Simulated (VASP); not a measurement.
# W (Im-3m) in VASP: single point with LDA

Aim: the single point of W with LDA.

All numbers are computed with VASP 6.6.1; they aren't measurements. Logs are shortened: lines on timing, memory, paths and dates and some standing lists are left out, and cuts for length are marked.

## (1) Starting point

Symmetry: Im-3m, No. 229, cubic system. Conventional cell: a = 3.141 Å, b = 3.141 Å, c = 3.141 Å, α = 90.00°, β = 90.00°, γ = 90.00°. W (site symmetry m-3m) is surrounded by 8 W at 2.72 Å.

## (2) Single point, LDA

Contents of INCAR:

```
ALGO = Normal
EDIFF = 1E-7
ENCUT = 520
ICORELEVEL = 1
ISIF = 2
ISMEAR = 1
LASPH = True
LCHARG = False
LREAL = False
LWAVE = False
NELM = 80
PREC = Accurate
SIGMA = 0.1
```

Contents of KPOINTS:

```
k-points
0
Gamma
  13 8 53
```

Contents of POSCAR:

```
W
1.0
    3.1408760000      0.0000000000      0.0000000000
   -1.5704380000      4.9661610000      0.0000000000
    1.5704380000     -1.9864644000      0.9932322000
W
1
Direct
    0.0000000000      0.0000000000      0.0000000000
```

Potentials or basis: VASP PAW LDA potentials, release 64 (W_sv).

Started as:

```sh
$ cat potpaw_LDA.64/W_sv/POTCAR > POTCAR
$ mpirun -np 1 vasp_std > vasp.out
```

OUTCAR:

```text
EDIFF = 1E-7
   ENCUT = 520
   ISIF = 2
   ISMEAR = 1
   LASPH = True
   LREAL = False
   NELM = 80
   PREC = Accurate

 ion  position               nearest neighbor table
   1  0.000  0.000  0.000-

  LATTYP: Found a body centered cubic cell.
 ALAT       =     3.1408759983

  Lattice vectors:

 A1 = (  -1.5704380000,   1.9864644000,  -0.9932322000)
 A2 = (  -1.5704380000,  -1.9864644000,   0.9932322000)
 A3 = (   1.5704380000,   0.9932322000,   1.9864644000)

Analysis of symmetry for initial positions (statically):
=====================================================================
 Subroutine PRICEL returns:
 Original cell was already a primitive cell.

 Routine SETGRP: Setting up the symmetry group for a
 body centered cubic supercell.

 Subroutine GETGRP returns: Found 48 space group operations
 (whereof 48 operations were pure point group operations)
 out of a pool of 48 trial point group operations.

The static configuration has the point symmetry O_h .

Analysis of symmetry for dynamics (positions and initial velocities):
=====================================================================
 Subroutine PRICEL returns:
 Original cell was already a primitive cell.

 Routine SETGRP: Setting up the symmetry group for a
 body centered cubic supercell.

 Subroutine GETGRP returns: Found 48 space group operations
 (whereof 48 operations were pure point group operations)
 out of a pool of 48 trial point group operations.

The dynamic configuration has the point symmetry O_h .

 Subroutine INISYM returns: Found 48 space group operations
 (whereof 48 operations are pure point group operations),
 and found     1 'primitive' translations

----------------------------------------------------------------------------------------

                                     Primitive cell

  volume of cell :      15.4925

  direct lattice vectors                    reciprocal lattice vectors
     3.140876000  0.000000000  0.000000000     0.318382515  0.100681392 -0.302044175
    -1.570438000  4.966161000  0.000000000     0.000000000  0.201362783  0.402725566
     1.570438000 -1.986464400  0.993232200     0.000000000  0.000000000  1.006813915

  length of vectors
     3.140876000  5.208553599  2.720078405     0.450260871  0.450260871  1.006813915

  position of ions in fractional coordinates (direct lattice)
     0.000000000  0.000000000  0.000000000

  ion indices of the primitive-cell ions
   primitive index   ion index
                 1           1

----------------------------------------------------------------------------------------

 KPOINTS: k-points

Automatic generation of k-mesh.
 Grid dimensions read from file:
 generate k-points for:   13    8   53

 Generating k-lattice:

  Cartesian coordinates                     Fractional coordinates (reciprocal lattice)
     0.024490963  0.007744722 -0.023234167     0.076923077  0.000000000 -0.000000000
     0.000000000  0.025170348  0.050340696     0.000000000  0.125000000  0.000000000
     0.000000000  0.000000000  0.018996489     0.000000000  0.000000000  0.018867925

  Length of vectors
     0.034635452  0.056282609  0.018996489

  Shift w.r.t. Gamma in fractional coordinates (k-lattice)
     0.000000000  0.000000000  0.000000000

 -----------------------------------------------------------------------------
|                                                                             |
|           W    W    AA    RRRRR   N    N  II  N    N   GGGG   !!!           |
|           W    W   A  A   R    R  NN   N  II  NN   N  G    G  !!!           |
|           W    W  A    A  R    R  N N  N  II  N N  N  G       !!!           |
|           W WW W  AAAAAA  RRRRR   N  N N  II  N  N N  G  GGG   !            |
|           WW  WW  A    A  R   R   N   NN  II  N   NN  G    G                |
|           W    W  A    A  R    R  N    N  II  N    N   GGGG   !!!           |
|                                                                             |
|     Your reciprocal lattice and k-lattice belong to different lattice       |
|     classes:                                                                |
|                                                                             |
|        The reciprocal lattice is face-centered cubic,                       |
|        whereas your k-lattice is triclinic.                                 |
|                                                                             |
|     Results are often still useful ...                                      |
|                                                                             |
 -----------------------------------------------------------------------------

 WARNING: IBZKPT: internal override: KBLOWUP is changed to .FALSE.
      ... skipping the blow-up phase ...

 Subroutine IBZKPT returns following result:
 ===========================================

 Found   2757 irreducible k-points:

 Following reciprocal coordinates:
            Coordinates               Weight
  0.000000  0.000000  0.000000      1.000000
  0.076923  0.000000  0.000000      2.000000
  0.153846  0.000000  0.000000      2.000000
  0.230769 -0.000000  0.000000      2.000000
  0.307692  0.000000  0.000000      2.000000
  0.384615  0.000000  0.000000      2.000000
[... 16 lines left out ...]
  0.153846  0.250000  0.000000      2.000000
  0.230769  0.250000  0.000000      2.000000
 [... further k-points ...]
   k-points           NKPTS =   2757   k-points in BZ     NKDIM =   2757   number of bands    NBANDS=     11
   number of dos      NEDOS =    301   number of ions     NIONS =      1
   total plane-waves  NPLWV =  19200
   dimension x,y,z NGX =    24 NGY =   40 NGZ =   20
   dimension x,y,z NGXF=    48 NGYF=   80 NGZF=   40
   ions per type =               1
   NGX,Y,Z   is equivalent  to a cutoff of  12.70, 12.77, 12.22 a.u.
   NGXF,Y,Z  is equivalent  to a cutoff of  25.41, 25.53, 24.45 a.u.
 SYSTEM =  unknown system
   PREC   = accura    normal or accurate (medium, high low for compatibility)
   ISTART =      0    job   : 0-new  1-cont  2-samecut
   ICHARG =      2    charge: 1-file 2-atom 10-const
   ISPIN  =      1    spin polarized calculation?
   LNONCOLLINEAR =      F non collinear calculations
   LSORBIT =      F    spin-orbit coupling
   LASPH  =      T    aspherical Exc in radial PAW
   ENCUT  =  520.0 eV  38.22 Ry    6.18 a.u.   5.84  9.68  5.06*2*pi/ulx,y,z
   NELM   =     80;   NELMIN=  2; NELMDL= -5     # of ELM steps
   EDIFF  = 0.1E-06   stopping-criterion for ELM
   LREAL  =      F    real-space projection
   EDIFFG = 0.1E-05   stopping-criterion for IOM
   NSW    =      0    number of steps for IOM
   IBRION =     -1    ionic relax: 0-MD 1-quasi-New 2-CG
   NFREE  =      0    steps in history (QN), initial steepest desc. (CG)
   ISIF   =      2    stress and relaxation
   ISYM   =      2    0-nonsym 1-usesym 2-fastsym
   POTIM  = 0.5000    time-step for ionic-motion
   TEBEG  =    0.0;   TEEND  =   0.0 temperature during run
   PSTRESS=    0.0 pullay stress
   NELECT =      14.0000    total number of electrons
   NUPDOWN=      -1.0000    fix difference up-down
   EMIN   =  10.00;   EMAX   =-10.00  energy-range for DOS
   EFERMI =   0.00;   METHOD = LEGACY
   ISMEAR =     1;   SIGMA  =   0.10  broadening in eV -4-tet -1-fermi 0-gaus
   EFERMI_NEDOS =   21; number of points for ismear=-14 and -15
   IALGO  =     38    algorithm
   IMIX   =      4    mixing-type and parameters
     AMIX     =   0.40;   BMIX     =  1.00
     AMIX_MAG =   1.60;   BMIX_MAG =  1.00
  volume/ion in A,a.u.               =      15.49       104.55
  Fermi-wavevector in a.u.,A,eV,Ry     =   1.582742  2.990948 34.083565  2.505071
  Thomas-Fermi vector in A             =   2.682619
   LORBIT       =      0    0 simple, 1 ext, 2 COOP (PROOUT), +10 PAW based schemes
   GGA     = CA    functional components
   LHFCALC =     F    Hartree Fock is set to
   AEXX    =    0.0000 exact exchange contribution
   IVDW    =     0    specifies the selected vdW correction
   LEPSILON=     F    determine dielectric tensor
   LRPA    =     F    only Hartree local field effects (RPA)
 non-spin polarized calculation
 Methfessel and Paxton  Order N= 1 SIGMA  =   0.10
  energy-cutoff  :      520.00
  volume of cell :       15.49
 maximum number of plane-waves:       431
   NGX = 11   NGY = 19   NGZ = 11

 number of electron      14.0000000 magnetization

 Free energy of the ion-electron system (eV)
  ---------------------------------------------------
  ext. energy  EPLUGINS =         0.00000000
  ---------------------------------------------------
  free energy    TOTEN  =       -14.10555582 eV

  energy without entropy =      -14.10551852  energy(sigma->0) =      -14.10554338

 the core state eigenenergies are
   1-  1s -68974.2081  2s -11903.7249  2p -10424.1729  3s  -2729.5927  3p  -2290.4936
       3d  -1783.6137  4s   -548.8208  4p   -404.4333  4d   -220.9395  4f    -16.7861

 E-fermi :  11.6960     XC(G=0): -13.9588

 val. band max:       11.6935284979   @ k =  -0.4615  -0.1250   0.1887
 cond. band min:      11.6980962154   @ k =  -0.4615   0.1250   0.4528
 fundamental gap:      0.0045677175
 Fermi energy:        11.6959565914

 k-point     1 :       0.0000    0.0000    0.0000
  band No.  band energies     occupation
      1     -62.0653      2.00000
      2     -25.8367      2.00000
      3     -25.8367      2.00000
      4     -25.8367      2.00000
      5       1.9861      2.00000
      6      10.3547      2.00000
      7      10.3547      2.00000
      8      10.3547      2.00000
      9      13.8965      0.00000
     10      13.8965      0.00000
     11      26.2819      0.00000

 k-point     2 :       0.0769    0.0000    0.0000
  band No.  band energies     occupation
      1     -62.0565      2.00000
      2     -25.9246      2.00000
      3     -25.8639      2.00000
      4     -25.8372      2.00000
      5       2.2807      2.00000
      6      10.1774      2.00000
      7      10.3122      2.00000
      8      10.6403      2.00000
      9      13.6240     -0.00000
     10      13.8990      0.00000
     11      26.5300      0.00000
[... 295 lines left out ...]
 k-point    24 :       0.2308    0.2500    0.0000
  band No.  band energies     occupation
      1     -61.9933      2.00000
      2     -26.5321      2.00000
      3     -26.0562      2.00000
      4     -25.8430      2.00000
      5       4.3264      2.00000
      6       9.0774      2.00000
      7       9.7564      2.00000
      8      13.0251     -0.00000
      9      13.2206     -0.00000
     10      14.0884      0.00000
     11      26.7492      0.00000

 [... further k-points ...]
[... 5 lines left out ...]
  --------------------------------------------------------------------------------------
  -------------------------------------------------------------------------------------
  Total        0.0119302      0.0119302      0.0119302     -0.0000000     -0.0000000     -0.0000000
  in kB        1.2337721      1.2337721      1.2337721     -0.0000000     -0.0000000     -0.0000000
  external PRESSURE =       1.2337721 kB  Pullay stress =       0.0000000 kB

 VOLUME and BASIS-vectors are now :
 -----------------------------------------------------------------------------
  energy-cutoff  :      520.00
  volume of cell :       15.49
      direct lattice vectors                 reciprocal lattice vectors
     3.140876000  0.000000000  0.000000000     0.318382515  0.100681392 -0.302044175
    -1.570438000  4.966161000  0.000000000     0.000000000  0.201362783  0.402725566
     1.570438000 -1.986464400  0.993232200     0.000000000  0.000000000  1.006813915

 POSITION                                       TOTAL-FORCE (eV/Angst)
 -----------------------------------------------------------------------------------
      0.00000      0.00000      0.00000         0.000000      0.000000      0.000000
 -----------------------------------------------------------------------------------
    total drift:                               -0.000000      0.000000      0.000000

  FREE ENERGIE OF THE ION-ELECTRON SYSTEM (eV)
  ---------------------------------------------------
  free  energy   TOTEN  =       -14.1055558155 eV

  energy  without entropy=      -14.1055185154  energy(sigma->0) =      -14.10554338
```

Run time: 4.2 min. Hardware: 1 thread of Intel Xeon Platinum 8559C (Emerald Rapids), shared host; peak memory 0.57 GiB.

What came out:

- Free energy: -14.1056 eV
- Pressure: 0.1 GPa
- Band gap on the k mesh: none (metal or under the smearing width)

Core levels (eV, on the scale of the bands):
| atom | levels |
| --- | --- |
| 1 W | 1s -68974.2, 2s -11903.7, 2p -10424.2, 3s -2729.6, 3p -2290.5, 3d -1783.6, 4s -548.8, 4p -404.4, 4d -220.9, 4f -16.8 |
